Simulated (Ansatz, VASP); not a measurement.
## Zr: VASP beside Ansatz

```
Zr
1.0
     4.18298    0.00000    0.00000
    -2.09149    3.62257    0.00000
     0.00000    0.00000    4.74573
Zr
3
Direct
  0.22540 0.00000 0.33333
  0.00000 0.22540 0.66667
  0.77460 0.77460 0.00000
```

Alike in both runs: task single point; functional PBE; k mesh 6 × 6 × 4; occupations gaussian, width 0.1 eV; no spin polarisation.

|  | VASP | Ansatz |
| --- | --- | --- |
| version | VASP 6.6.1 | Ansatz 0.2.0 |
| potentials or method | VASP PAW PBE potentials, release 64 (Zr_sv) | scalar-relativistic, plane waves, PAW |
| plane-wave cutoff (eV) | 520 | 420 |
| valence electrons in the cell | 36 | 36 |

Ansatz gave:

```
gap on the k mesh at the Fermi level (eV)       : none
pressure (GPa)                                  : 10.0
largest component of the traceless stress (GPa) : 0.32
rms of the force components (eV/Å)              : 2.475
```

Problem. Estimate VASP's values.

Solution. gap on the k mesh at the Fermi level (eV): none; pressure (GPa): 10.6; largest component of the traceless stress (GPa): 0.61; rms of the force components (eV/Å): 2.563.

Atom by atom the forces differ by 0.088 eV/Å (rms over components). A gap of «none» marks a metal or a gap that the smearing closes.

Caveats: forces of over 1 eV/Å show positions far from the minimum, so gaps and moduli don't describe the material at rest.
